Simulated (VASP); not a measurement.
Runs of VASP 6.6.1 on MgSe. Symmetry: Fm-3m, No. 225, cubic system. The conventional cell has a = 5.451 Å, b = 5.451 Å, c = 5.451 Å, α = 90.00°, β = 90.00°, γ = 90.00°. Se (site symmetry m-3m) is surrounded by 6 Mg at 2.73 Å. Around Mg (site symmetry m-3m) lie 6 Se at 2.73 Å. 

| task | level | potentials or basis | spin | k mesh | cutoff (eV) | mesh quality | gap on the mesh (eV) |
| --- | --- | --- | --- | --- | --- | --- | --- |
| band structure | LDA | VASP PAW LDA potentials, release 64 (Se, Mg) | off | 8 × 8 × 8 | 520 | not flagged | 1.65 |
| band structure | PBE | VASP PAW PBE potentials, release 64 (Se_GW, Mg_GW) | off | 8 × 8 × 8 | 450 | not flagged | 1.80 |
| band structure | PBE | VASP PAW PBE potentials, release 64 (Se, Mg) | off | 8 × 8 × 8 | 520 | not flagged | 1.80 |
| band structure | PBE | VASP PAW PBE potentials, release 64 (Se, Mg) | off | 4 × 4 × 4 | 250 | coarse | 1.77 |
| single point | PBE | VASP PAW PBE potentials, release 64 (Se, Mg) | off | 3 × 3 × 3 | 520 | coarse | (a) |
| dielectric tensor | PBE | VASP PAW PBE potentials, release 64 (Se, Mg) | off | 8 × 8 × 8 | 520 | not flagged | 1.80 |
| band structure | TB-mBJ | VASP PAW PBE potentials, release 64 (Se, Mg) | off | 8 × 8 × 8 | 520 | not flagged | 2.79 |

Alike in all rows: cell as given; smearing gaussian 0.02 eV.

Question: Fill in the values left out.

Answer: (a) 2.55.

Caveats: some runs use coarse meshes; an odd mesh through Γ misses points on the zone boundary, where band edges often lie (some runs).

A k mesh can miss the band edges, and the runs leave out spin-orbit coupling on Se.
